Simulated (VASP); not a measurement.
Ba under changes of volume

One of the cells (68.915 Å³/atom); the others are scaled copies at fixed shape and fractional positions:

```
Ba
1.0
     0.00000    3.25407    3.25407
     3.25407    0.00000    3.25407
     3.25407    3.25407    0.00000
Ba
1
Direct
  0.00000 0.00000 0.00000
```

This isn't the form of Ba at room conditions, which is bcc.

```yaml
Program: VASP 6.6.1
Functional: PBE
Potentials_or_basis: VASP PAW PBE potentials, release 64 (Ba_sv)
Cutoff: 520 eV
k_mesh: 7 × 7 × 7
Occupations: fermi-dirac, width 0.05 eV
Spin: no spin polarisation
```

| volume (Å³/atom) | energy over the lowest point (meV/atom) | pressure (GPa) |
| --- | --- | --- |
| 63.510 | ? | ? |
| 64.861 | 0.00 | 0.0 |
| 66.212 | 0.38 | -0.1 |
| 68.915 | 5.57 | -0.5 |
| 70.266 | 10.13 | -0.6 |
| 71.617 | 15.86 | -0.7 |

Q: What does the run at 63.510 Å³/atom give?

A: Energy over the lowest point 1.28 meV/atom; pressure 0.2 GPa.

Worked out: A Birch-Murnaghan fit of order 3 (a polynomial in V^(-2/3)) to the other rows has its minimum at 65.21 Å³/atom with B0 = V·E''(V) = 9.3 GPa and B' = 3.2. It gives 1.28 meV/atom at 63.510 Å³/atom, against the run's 1.28, and -dE/dV = 0.3 GPa, against 0.2.

Energies are extrapolated to zero smearing.
